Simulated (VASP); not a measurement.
# Sb (Fm-3m) in VASP: notebook, part 4 of 7

VASP 6.6.1. Earlier steps stand in the parts before.

## (52) Equation of state, r2SCAN, 25.87 Å³/atom

INCAR

```
SYSTEM = Sb
  PREC = Accurate
  ENCUT = 450
  EDIFF = 0.001
  ISMEAR = 1
  SIGMA = 0.1
  LREAL = .FALSE.
  LASPH = .TRUE.
  NELM = 100
  ALGO = Normal
  ISIF = 2
  LWAVE = .FALSE.
  LCHARG = .FALSE.
  METAGGA = R2SCAN
  LMIXTAU = .TRUE.
  ADDGRID = .FALSE.
```

KPOINTS

```
regular mesh
0
G
  7 7 7
  0 0 0
```

POSCAR

```
Sb
1.0
    0.0000000000      2.3472889392      2.3472889392
    2.3472889392      0.0000000000      2.3472889392
    2.3472889392      2.3472889392      0.0000000000
Sb
1
Direct
    0.0000000000      0.0000000000      0.0000000000
```

Run with:

```sh
> cat potpaw_PBE.64/Sb/POTCAR > POTCAR
> mpirun -np 1 vasp_std > vasp.out
```

It took 4.6 s on 1 thread of Intel Xeon 6975P-C (Granite Rapids), shared host; peak memory 0.14 GiB.

The run converged, but some of its settings lie outside the range that counts as converged, so its numbers aren't taken as properties of the crystal.

What came out:

```
Free energy            : -25.2065 eV
Pressure               : 2.0 GPa
Band gap on the k mesh : none (metal or under the smearing width)
```

Caveat: the PAW data sets were made with another functional, which shifts forces and pressure a little.

## (53) Equation of state, r2SCAN, 27.47 Å³/atom

INCAR is that of step 52.

KPOINTS is that of step 52.

POSCAR

```
Sb
1.0
    0.0000000000      2.3947216973      2.3947216973
    2.3947216973      0.0000000000      2.3947216973
    2.3947216973      2.3947216973      0.0000000000
Sb
1
Direct
    0.0000000000      0.0000000000      0.0000000000
```

Run with:

```sh
> cat potpaw_PBE.64/Sb/POTCAR > POTCAR
> mpirun -np 1 vasp_std > vasp.out
```

Wall time 3.9 s (1 thread of Intel Xeon 6975P-C (Granite Rapids), shared host); peak memory 0.13 GiB.

These settings aren't checked as converged: the numbers below hold their error.

Results:

```yaml
Free_energy: -25.2055 eV
Pressure: -2.0 GPa
Band_gap_on_the_k_mesh: none (metal or under the smearing width)
```

Caveat: the PAW data sets were made with another functional, which shifts forces and pressure a little.

## (54) Equation of state, r2SCAN, 25.87 Å³/atom

INCAR: that of step 53 with these lines changed.

```diff
@@ -3,3 +3,3 @@
   ENCUT = 450
-  EDIFF = 0.001
+  EDIFF = 1E-4
   ISMEAR = 1
```

KPOINTS is that of step 53.

POSCAR

```
Sb
1.0
    0.0000000000      2.3472889392      2.3472889392
    2.3472889392      0.0000000000      2.3472889392
    2.3472889392      2.3472889392      0.0000000000
Sb
1
Direct
    0.0000000000      0.0000000000      0.0000000000
```

Potentials or basis: VASP PAW PBE potentials, release 64 (Sb).

Run with:

```sh
> cat potpaw_PBE.64/Sb/POTCAR > POTCAR
> mpirun -np 1 vasp_std > vasp.out
```

Run time: 5.3 s. Hardware: 1 thread of Intel Xeon 6975P-C (Granite Rapids), shared host; peak memory 0.14 GiB.

These settings aren't checked as converged: the numbers below hold their error.

What came out:

```
Free energy            : -25.2067 eV
Pressure               : 1.7 GPa
Band gap on the k mesh : none (metal or under the smearing width)
```

Caveat: the PAW data sets were made with another functional, which shifts forces and pressure a little.

## (55) Equation of state, r2SCAN, 27.47 Å³/atom

INCAR is that of step 54.

KPOINTS is that of step 54.

POSCAR

```
Sb
1.0
    0.0000000000      2.3947216973      2.3947216973
    2.3947216973      0.0000000000      2.3947216973
    2.3947216973      2.3947216973      0.0000000000
Sb
1
Direct
    0.0000000000      0.0000000000      0.0000000000
```

Run with:

```sh
> cat potpaw_PBE.64/Sb/POTCAR > POTCAR
> mpirun -np 1 vasp_std > vasp.out
```

Run time: 5.5 s. Hardware: 1 thread of Intel Xeon 6975P-C (Granite Rapids), shared host; peak memory 0.13 GiB.

The run converged, but some of its settings lie outside the range that counts as converged, so its numbers aren't taken as properties of the crystal.

Results:

| Quantity | Value |
| --- | --- |
| Free energy | -25.2066 eV |
| Pressure | -1.5 GPa |
| Band gap on the k mesh | none (metal or under the smearing width) |

Caveat: the PAW data sets were made with another functional, which shifts forces and pressure a little.

## (56) Equation of state, r2SCAN, 25.87 Å³/atom

INCAR: that of step 55 with these lines changed.

```diff
@@ -3,3 +3,3 @@
   ENCUT = 450
-  EDIFF = 1E-4
+  EDIFF = 1E-5
   ISMEAR = 1
```

KPOINTS is that of step 55.

POSCAR

```
Sb
1.0
    0.0000000000      2.3472889392      2.3472889392
    2.3472889392      0.0000000000      2.3472889392
    2.3472889392      2.3472889392      0.0000000000
Sb
1
Direct
    0.0000000000      0.0000000000      0.0000000000
```

Run with:

```sh
> cat potpaw_PBE.64/Sb/POTCAR > POTCAR
> mpirun -np 1 vasp_std > vasp.out
```

Wall time 6.2 s (1 thread of Intel Xeon 6975P-C (Granite Rapids), shared host); peak memory 0.13 GiB.

The run converged, but some of its settings lie outside the range that counts as converged, so its numbers aren't taken as properties of the crystal.

What came out:

| Property | Result |
| --- | --- |
| Free energy | -25.2067 eV |
| Pressure | 1.6 GPa |
| Band gap on the k mesh | none (metal or under the smearing width) |

Caveat: the PAW data sets were made with another functional, which shifts forces and pressure a little.

## (57) Equation of state, r2SCAN, 27.47 Å³/atom

INCAR is that of step 56.

KPOINTS is that of step 56.

POSCAR

```
Sb
1.0
    0.0000000000      2.3947216973      2.3947216973
    2.3947216973      0.0000000000      2.3947216973
    2.3947216973      2.3947216973      0.0000000000
Sb
1
Direct
    0.0000000000      0.0000000000      0.0000000000
```

Potentials or basis: VASP PAW PBE potentials, release 64 (Sb).

Run with:

```sh
> cat potpaw_PBE.64/Sb/POTCAR > POTCAR
> mpirun -np 1 vasp_std > vasp.out
```

Wall time 5.5 s (1 thread of Intel Xeon 6975P-C (Granite Rapids), shared host); peak memory 0.13 GiB.

The run converged, but some of its settings lie outside the range that counts as converged, so its numbers aren't taken as properties of the crystal.

What came out:

```yaml
Free_energy: -25.2066 eV
Pressure: -1.5 GPa
Band_gap_on_the_k_mesh: none (metal or under the smearing width)
```

Caveat: the PAW data sets were made with another functional, which shifts forces and pressure a little.

## (58) Equation of state, r2SCAN, 25.87 Å³/atom

INCAR: that of step 57 with these lines changed.

```diff
@@ -3,3 +3,3 @@
   ENCUT = 450
-  EDIFF = 1E-5
+  EDIFF = 1E-6
   ISMEAR = 1
@@ -15,2 +15,2 @@
   LMIXTAU = .TRUE.
-  ADDGRID = .FALSE.
+  ADDGRID = .TRUE.
```

KPOINTS is that of step 57.

POSCAR

```
Sb
1.0
    0.0000000000      2.3472889392      2.3472889392
    2.3472889392      0.0000000000      2.3472889392
    2.3472889392      2.3472889392      0.0000000000
Sb
1
Direct
    0.0000000000      0.0000000000      0.0000000000
```

Run with:

```sh
> cat potpaw_PBE.64/Sb/POTCAR > POTCAR
> mpirun -np 1 vasp_std > vasp.out
```

It took 9.1 s on 1 thread of Intel Xeon 6975P-C (Granite Rapids), shared host; peak memory 0.21 GiB.

These settings aren't checked as converged: the numbers below hold their error.

Results:

```
Free energy            : -25.2067 eV
Pressure               : 1.6 GPa
Band gap on the k mesh : none (metal or under the smearing width)
```

Caveat: the PAW data sets were made with another functional, which shifts forces and pressure a little.

## (59) Equation of state, r2SCAN, 27.47 Å³/atom

INCAR is that of step 58.

KPOINTS is that of step 58.

POSCAR

```
Sb
1.0
    0.0000000000      2.3947216973      2.3947216973
    2.3947216973      0.0000000000      2.3947216973
    2.3947216973      2.3947216973      0.0000000000
Sb
1
Direct
    0.0000000000      0.0000000000      0.0000000000
```

Run with:

```sh
> cat potpaw_PBE.64/Sb/POTCAR > POTCAR
> mpirun -np 1 vasp_std > vasp.out
```

Run time: 9 s. Hardware: 1 thread of Intel Xeon 6975P-C (Granite Rapids), shared host; peak memory 0.2 GiB.

These settings aren't checked as converged: the numbers below hold their error.

Results:

| Quantity | Value |
| --- | --- |
| Free energy | -25.2067 eV |
| Pressure | -1.4 GPa |
| Band gap on the k mesh | none (metal or under the smearing width) |

Caveat: the PAW data sets were made with another functional, which shifts forces and pressure a little.

## (60) Equation of state, r2SCAN, 25.87 Å³/atom

INCAR: that of step 59 with these lines changed.

```diff
@@ -7,3 +7,3 @@
   LREAL = .FALSE.
-  LASPH = .TRUE.
+  LASPH = .FALSE.
   NELM = 100
@@ -15,2 +15,2 @@
   LMIXTAU = .TRUE.
-  ADDGRID = .TRUE.
+  ADDGRID = .FALSE.
```

KPOINTS is that of step 59.

POSCAR

```
Sb
1.0
    0.0000000000      2.3472889392      2.3472889392
    2.3472889392      0.0000000000      2.3472889392
    2.3472889392      2.3472889392      0.0000000000
Sb
1
Direct
    0.0000000000      0.0000000000      0.0000000000
```

Potentials or basis: VASP PAW PBE potentials, release 64 (Sb).

Run with:

```sh
> cat potpaw_PBE.64/Sb/POTCAR > POTCAR
> mpirun -np 1 vasp_std > vasp.out
```

Run time: 4.5 s. Hardware: 1 thread of Intel Xeon 6975P-C (Granite Rapids), shared host; peak memory 0.14 GiB.

These settings aren't checked as converged: the numbers below hold their error.

What came out:

```yaml
Free_energy: -25.2067 eV
Pressure: 1.6 GPa
Band_gap_on_the_k_mesh: none (metal or under the smearing width)
```

Caveat: the PAW data sets were made with another functional, which shifts forces and pressure a little.

## (61) Equation of state, r2SCAN, 27.47 Å³/atom

INCAR is that of step 60.

KPOINTS is that of step 60.

POSCAR

```
Sb
1.0
    0.0000000000      2.3947216973      2.3947216973
    2.3947216973      0.0000000000      2.3947216973
    2.3947216973      2.3947216973      0.0000000000
Sb
1
Direct
    0.0000000000      0.0000000000      0.0000000000
```

Run with:

```sh
> cat potpaw_PBE.64/Sb/POTCAR > POTCAR
> mpirun -np 1 vasp_std > vasp.out
```

Run time: 4.4 s. Hardware: 1 thread of Intel Xeon 6975P-C (Granite Rapids), shared host; peak memory 0.13 GiB.

These settings aren't checked as converged: the numbers below hold their error.

What came out:

* Free energy: -25.2067 eV
* Pressure: -1.4 GPa
* Band gap on the k mesh: none (metal or under the smearing width)

Caveat: the PAW data sets were made with another functional, which shifts forces and pressure a little.

## (62) Equation of state, r2SCAN, 25.87 Å³/atom

INCAR

```
SYSTEM = Sb
  PREC = Normal
  ENCUT = 450
  EDIFF = 1E-4
  ISMEAR = 1
  SIGMA = 0.1
  LREAL = Auto
  LASPH = .TRUE.
  NELM = 100
  ALGO = Normal
  ISIF = 2
  LWAVE = .FALSE.
  LCHARG = .FALSE.
  METAGGA = R2SCAN
  LMIXTAU = .TRUE.
  ADDGRID = .FALSE.
```

KPOINTS is that of step 61.

POSCAR

```
Sb
1.0
    0.0000000000      2.3472889392      2.3472889392
    2.3472889392      0.0000000000      2.3472889392
    2.3472889392      2.3472889392      0.0000000000
Sb
1
Direct
    0.0000000000      0.0000000000      0.0000000000
```

Run with:

```sh
> cat potpaw_PBE.64/Sb/POTCAR > POTCAR
> mpirun -np 1 vasp_std > vasp.out
```

It took 4.9 s on 1 thread of Intel Xeon 6975P-C (Granite Rapids), shared host; peak memory 0.11 GiB.

The run converged, but some of its settings lie outside the range that counts as converged, so its numbers aren't taken as properties of the crystal.

Results:

```yaml
Free_energy: -25.2057 eV
Pressure: 1.9 GPa
Band_gap_on_the_k_mesh: none (metal or under the smearing width)
```

Caveat: the PAW data sets were made with another functional, which shifts forces and pressure a little.

## (63) Equation of state, r2SCAN, 27.47 Å³/atom

INCAR is that of step 62.

KPOINTS is that of step 62.

POSCAR

```
Sb
1.0
    0.0000000000      2.3947216973      2.3947216973
    2.3947216973      0.0000000000      2.3947216973
    2.3947216973      2.3947216973      0.0000000000
Sb
1
Direct
    0.0000000000      0.0000000000      0.0000000000
```

Potentials or basis: VASP PAW PBE potentials, release 64 (Sb).

Run with:

```sh
> cat potpaw_PBE.64/Sb/POTCAR > POTCAR
> mpirun -np 1 vasp_std > vasp.out
```

Run time: 4.4 s. Hardware: 1 thread of Intel Xeon 6975P-C (Granite Rapids), shared host; peak memory 0.12 GiB.

The run converged, but some of its settings lie outside the range that counts as converged, so its numbers aren't taken as properties of the crystal.

Results:

```yaml
Free_energy: -25.2082 eV
Pressure: -1.5 GPa
Band_gap_on_the_k_mesh: none (metal or under the smearing width)
```

Caveat: the PAW data sets were made with another functional, which shifts forces and pressure a little.

## (64) Equation of state, r2SCAN, 25.87 Å³/atom

INCAR

```
SYSTEM = Sb
  PREC = Accurate
  ENCUT = 300
  EDIFF = 1E-6
  ISMEAR = 1
  SIGMA = 0.1
  LREAL = .FALSE.
  LASPH = .TRUE.
  NELM = 100
  ALGO = Normal
  ISIF = 2
  LWAVE = .FALSE.
  LCHARG = .FALSE.
  METAGGA = R2SCAN
  LMIXTAU = .TRUE.
  ADDGRID = .FALSE.
```

KPOINTS

```
regular mesh
0
G
  9 9 9
  0 0 0
```

POSCAR

```
Sb
1.0
    0.0000000000      2.3472889392      2.3472889392
    2.3472889392      0.0000000000      2.3472889392
    2.3472889392      2.3472889392      0.0000000000
Sb
1
Direct
    0.0000000000      0.0000000000      0.0000000000
```

Run with:

```sh
> cat potpaw_PBE.64/Sb/POTCAR > POTCAR
> mpirun -np 1 vasp_std > vasp.out
```

Wall time 8.5 s (1 thread of Intel Xeon 6975P-C (Granite Rapids), shared host); peak memory 0.12 GiB.

The run converged, but some of its settings lie outside the range that counts as converged, so its numbers aren't taken as properties of the crystal.

Results:

* Free energy: -25.2045 eV
* Pressure: 3.5 GPa
* Band gap on the k mesh: none (metal or under the smearing width)

Caveat: the PAW data sets were made with another functional, which shifts forces and pressure a little.

## (65) Equation of state, r2SCAN, 27.47 Å³/atom

INCAR is that of step 64.

KPOINTS is that of step 64.

POSCAR

```
Sb
1.0
    0.0000000000      2.3947216973      2.3947216973
    2.3947216973      0.0000000000      2.3947216973
    2.3947216973      2.3947216973      0.0000000000
Sb
1
Direct
    0.0000000000      0.0000000000      0.0000000000
```

Run with:

```sh
> cat potpaw_PBE.64/Sb/POTCAR > POTCAR
> mpirun -np 1 vasp_std > vasp.out
```

Wall time 8 s (1 thread of Intel Xeon 6975P-C (Granite Rapids), shared host); peak memory 0.12 GiB.

The run converged, but some of its settings lie outside the range that counts as converged, so its numbers aren't taken as properties of the crystal.

Results:

```yaml
Free_energy: -25.2183 eV
Pressure: -0.6 GPa
Band_gap_on_the_k_mesh: none (metal or under the smearing width)
```

Caveat: the PAW data sets were made with another functional, which shifts forces and pressure a little.

## (66) Equation of state, r2SCAN, 25.87 Å³/atom

INCAR: that of step 65 with these lines changed.

```diff
@@ -2,3 +2,3 @@
   PREC = Accurate
-  ENCUT = 300
+  ENCUT = 700
   EDIFF = 1E-6
```

KPOINTS

```
regular mesh
0
G
  6 6 6
  0 0 0
```

POSCAR

```
Sb
1.0
    0.0000000000      2.3472889392      2.3472889392
    2.3472889392      0.0000000000      2.3472889392
    2.3472889392      2.3472889392      0.0000000000
Sb
1
Direct
    0.0000000000      0.0000000000      0.0000000000
```

Potentials or basis: VASP PAW PBE potentials, release 64 (Sb).

Run with:

```sh
> cat potpaw_PBE.64/Sb/POTCAR > POTCAR
> mpirun -np 1 vasp_std > vasp.out
```

Run time: 11 s. Hardware: 1 thread of Intel Xeon 6975P-C (Granite Rapids), shared host; peak memory 0.17 GiB.

The run converged, but some of its settings lie outside the range that counts as converged, so its numbers aren't taken as properties of the crystal.

Results:

```
Free energy            : -25.2468 eV
Pressure               : 3.2 GPa
Band gap on the k mesh : none (metal or under the smearing width)
```

Caveat: the k mesh is coarse (spacing up to 0.39 Å⁻¹), so the values aren't converged; the PAW data sets were made with another functional, which shifts forces and pressure a little.

## (67) Equation of state, r2SCAN, 27.47 Å³/atom

INCAR is that of step 66.

KPOINTS is that of step 66.

POSCAR

```
Sb
1.0
    0.0000000000      2.3947216973      2.3947216973
    2.3947216973      0.0000000000      2.3947216973
    2.3947216973      2.3947216973      0.0000000000
Sb
1
Direct
    0.0000000000      0.0000000000      0.0000000000
```

Run with:

```sh
> cat potpaw_PBE.64/Sb/POTCAR > POTCAR
> mpirun -np 1 vasp_std > vasp.out
```

It took 13 s on 1 thread of Intel Xeon 6975P-C (Granite Rapids), shared host; peak memory 0.17 GiB.

These settings aren't checked as converged: the numbers below hold their error.

What came out:

```yaml
Free_energy: -25.2577 eV
Pressure: -0.6 GPa
Band_gap_on_the_k_mesh: none (metal or under the smearing width)
```

Caveat: the k mesh is coarse (spacing up to 0.38 Å⁻¹), so the values aren't converged; the PAW data sets were made with another functional, which shifts forces and pressure a little.

## (68) Equation of state, r2SCAN, 25.87 Å³/atom

INCAR: that of step 67 with these lines changed.

```diff
@@ -2,3 +2,3 @@
   PREC = Accurate
-  ENCUT = 700
+  ENCUT = 550
   EDIFF = 1E-6
```

KPOINTS

```
regular mesh
0
G
  7 7 7
  0 0 0
```

POSCAR

```
Sb
1.0
    0.0000000000      2.3472889392      2.3472889392
    2.3472889392      0.0000000000      2.3472889392
    2.3472889392      2.3472889392      0.0000000000
Sb
1
Direct
    0.0000000000      0.0000000000      0.0000000000
```

Run with:

```sh
> cat potpaw_PBE.64/Sb/POTCAR > POTCAR
> mpirun -np 1 vasp_std > vasp.out
```

Wall time 12 s (1 thread of Intel Xeon 6975P-C (Granite Rapids), shared host); peak memory 0.15 GiB.

These settings aren't checked as converged: the numbers below hold their error.

What came out:

```
Free energy            : -25.2069 eV
Pressure               : 1.6 GPa
Band gap on the k mesh : none (metal or under the smearing width)
```

Caveat: the PAW data sets were made with another functional, which shifts forces and pressure a little.

## (69) Equation of state, r2SCAN, 27.47 Å³/atom

INCAR is that of step 68.

KPOINTS is that of step 68.

POSCAR

```
Sb
1.0
    0.0000000000      2.3947216973      2.3947216973
    2.3947216973      0.0000000000      2.3947216973
    2.3947216973      2.3947216973      0.0000000000
Sb
1
Direct
    0.0000000000      0.0000000000      0.0000000000
```

Potentials or basis: VASP PAW PBE potentials, release 64 (Sb).

Run with:

```sh
> cat potpaw_PBE.64/Sb/POTCAR > POTCAR
> mpirun -np 1 vasp_std > vasp.out
```

Run time: 10 s. Hardware: 1 thread of Intel Xeon 6975P-C (Granite Rapids), shared host; peak memory 0.16 GiB.

The run converged, but some of its settings lie outside the range that counts as converged, so its numbers aren't taken as properties of the crystal.

Results:

| Quantity | Value |
| --- | --- |
| Free energy | -25.2068 eV |
| Pressure | -1.5 GPa |
| Band gap on the k mesh | none (metal or under the smearing width) |

Caveat: the PAW data sets were made with another functional, which shifts forces and pressure a little.

## (70) Equation of state, r2SCAN, 25.87 Å³/atom

INCAR: that of step 69 with these lines changed.

```diff
@@ -2,3 +2,3 @@
   PREC = Accurate
-  ENCUT = 550
+  ENCUT = 350
   EDIFF = 1E-6
```

KPOINTS

```
regular mesh
0
G
  9 9 9
  0 0 0
```

POSCAR

```
Sb
1.0
    0.0000000000      2.3472889392      2.3472889392
    2.3472889392      0.0000000000      2.3472889392
    2.3472889392      2.3472889392      0.0000000000
Sb
1
Direct
    0.0000000000      0.0000000000      0.0000000000
```

Run with:

```sh
> cat potpaw_PBE.64/Sb/POTCAR > POTCAR
> mpirun -np 1 vasp_std > vasp.out
```

It took 9 s on 1 thread of Intel Xeon 6975P-C (Granite Rapids), shared host; peak memory 0.12 GiB.

These settings aren't checked as converged: the numbers below hold their error.

Results:

| Property | Result |
| --- | --- |
| Free energy | -25.2052 eV |
| Pressure | 3.5 GPa |
| Band gap on the k mesh | none (metal or under the smearing width) |

Caveat: the PAW data sets were made with another functional, which shifts forces and pressure a little.

## (71) Equation of state, r2SCAN, 27.47 Å³/atom

INCAR is that of step 70.

KPOINTS is that of step 70.

POSCAR

```
Sb
1.0
    0.0000000000      2.3947216973      2.3947216973
    2.3947216973      0.0000000000      2.3947216973
    2.3947216973      2.3947216973      0.0000000000
Sb
1
Direct
    0.0000000000      0.0000000000      0.0000000000
```

Run with:

```sh
> cat potpaw_PBE.64/Sb/POTCAR > POTCAR
> mpirun -np 1 vasp_std > vasp.out
```

Run time: 8.5 s. Hardware: 1 thread of Intel Xeon 6975P-C (Granite Rapids), shared host; peak memory 0.13 GiB.

The run converged, but some of its settings lie outside the range that counts as converged, so its numbers aren't taken as properties of the crystal.

What came out:

```
Free energy            : -25.2190 eV
Pressure               : -0.6 GPa
Band gap on the k mesh : none (metal or under the smearing width)
```

Caveat: the PAW data sets were made with another functional, which shifts forces and pressure a little.

## (72) Equation of state, r2SCAN, 25.87 Å³/atom

INCAR: that of step 71 with these lines changed.

```diff
@@ -2,3 +2,3 @@
   PREC = Accurate
-  ENCUT = 350
+  ENCUT = 700
   EDIFF = 1E-6
```

KPOINTS

```
regular mesh
0
G
  7 7 7
  0 0 0
```

POSCAR

```
Sb
1.0
    0.0000000000      2.3472889392      2.3472889392
    2.3472889392      0.0000000000      2.3472889392
    2.3472889392      2.3472889392      0.0000000000
Sb
1
Direct
    0.0000000000      0.0000000000      0.0000000000
```

Potentials or basis: VASP PAW PBE potentials, release 64 (Sb).

Run with:

```sh
> cat potpaw_PBE.64/Sb/POTCAR > POTCAR
> mpirun -np 1 vasp_std > vasp.out
```

Wall time 15 s (1 thread of Intel Xeon 6975P-C (Granite Rapids), shared host); peak memory 0.17 GiB.

These settings aren't checked as converged: the numbers below hold their error.

Results:

| Quantity | Value |
| --- | --- |
| Free energy | -25.2070 eV |
| Pressure | 1.6 GPa |
| Band gap on the k mesh | none (metal or under the smearing width) |

Caveat: the PAW data sets were made with another functional, which shifts forces and pressure a little.

(Continued in part 5 of 7.)
